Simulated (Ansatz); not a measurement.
# HfB2: one input, then a changed one

The cell is COD entry 1510711, as deposited and not checked against the literature; nothing was relaxed.

First run: DFT, PBE, all-electron PAW with datasets made for the crystal, scalar-relativistic (Ansatz 0.2.0).

Command: `ansatz run input.yaml --threads 1 --pin off --max-ram 4096MiB --backend cpu --events-out ev --progress --plain --runs-dir out` The run took 46 s on 1 thread of Arm Neoverse V1, with other jobs on the host, peak memory 0.86 GiB.

```yaml
crystal:
  lattice:
    - [3.1400001005, 0.0, 0.0]
    - [-1.5700000503, 2.7193198549, 0.0]
    - [0.0, 0.0, 3.48]
  atoms:
    - { symbol: Hf, position: [0.0, 0.0, 0.0] }
    - { symbol: B, position: [0.3333333333, 0.6666666667, 0.5] }
    - { symbol: B, position: [0.6666666667, 0.3333333333, 0.5] }
kpoints:
  mp_grid: { grid: [15, 15, 12] }
  band_path:
    path:
      - [0.0, 0.0, 0.0]
      - [0.5, 0.0, 0.0]
      - [0.3333333333, 0.3333333333, 0.0]
      - [0.0, 0.0, 0.0]
      - [0.0, 0.0, 0.5]
      - [0.5, 0.0, 0.5]
      - [0.3333333333, 0.3333333333, 0.5]
      - [0.0, 0.0, 0.5]
      - [0.5, 0.0, 0.5]
    npoints: 8
scf:
  occupations: { method: fermi_dirac, width: 0.03 }
hamiltonian:
  xc: pbe
  pseudopotentials: { kind: all_electron, datasets: crystal }
output:
  forces: true
  stress: true
  eigenvalues: true
  efg: { contact_densities: true }
```

Result: converged; pressure 1.43 GPa; no gap on the k mesh; 9 SCF iterations.

Spin–orbit coupling is left out, though it moves levels of the heavy atoms by tenths of an eV or more.

A second input differs as follows:

```diff
@@ -9,5 +9,5 @@
     - { symbol: B, position: [0.6666666667, 0.3333333333, 0.5] }
 kpoints:
-  mp_grid: { grid: [15, 15, 12] }
+  mp_grid: { grid: [15, 14, 13] }
   band_path:
     path:
@@ -24,4 +24,5 @@
 scf:
   occupations: { method: fermi_dirac, width: 0.03 }
+  max_iter: 50
 hamiltonian:
   xc: pbe
```

**Question.** Does the change harm the result?

**Answer.** Not here: the run converged; energy at zero smearing -0.2 meV/atom from the first run; pressure 1.43 GPa; largest force 0.008 eV/Å; no gap on the k mesh; 9 SCF iterations, so the odd setting did no harm in this case.
